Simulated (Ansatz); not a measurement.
## Moving the functional in SnO

```yaml
crystal:
  lattice:
    - [3.81370, 0.00000, 0.00000]
    - [0.00000, 3.81370, 0.00000]
    - [0.00000, 0.00000, 4.88691]
  atoms:
    - { symbol: Sn, position: [0.50000, 0.00000, 0.76463] }
    - { symbol: Sn, position: [0.00000, 0.50000, 0.23537] }
    - { symbol: O, position: [0.00000, 0.00000, 0.00000] }
    - { symbol: O, position: [0.50000, 0.50000, 0.00000] }
```

The cell is a database's computed one, not the measured one.

Kept alike: task equation of state; k mesh 7 × 7 × 6; occupations fermi-dirac, width 0.05 eV; no spin polarisation. Program: Ansatz, Ansatz PAW. Cutoffs run from 420 to 500 eV. The mesh is that of the run's cell of 4 atoms. No spin-orbit coupling.

| functional | volume (Å³/atom) | bulk modulus (GPa) |
| --- | --- | --- |
| LDA | 17.163 | 102.5 |
| PBE | 18.480 | 84.3 |
| r2SCAN | 17.686 | 98.2 |

Volume and modulus come from cells scaled at fixed shape and fractions; off cubic symmetry such a modulus can lie above the relaxed one. All rows use potentials made for PBE.

The volume runs from 17.163 (LDA) to 18.480 Å³/atom (PBE). From PBE: LDA -1.317; r2SCAN -0.794. The bulk modulus runs from 84.3 (PBE) to 102.5 GPa (LDA). From PBE: LDA +18.2; r2SCAN +13.9.
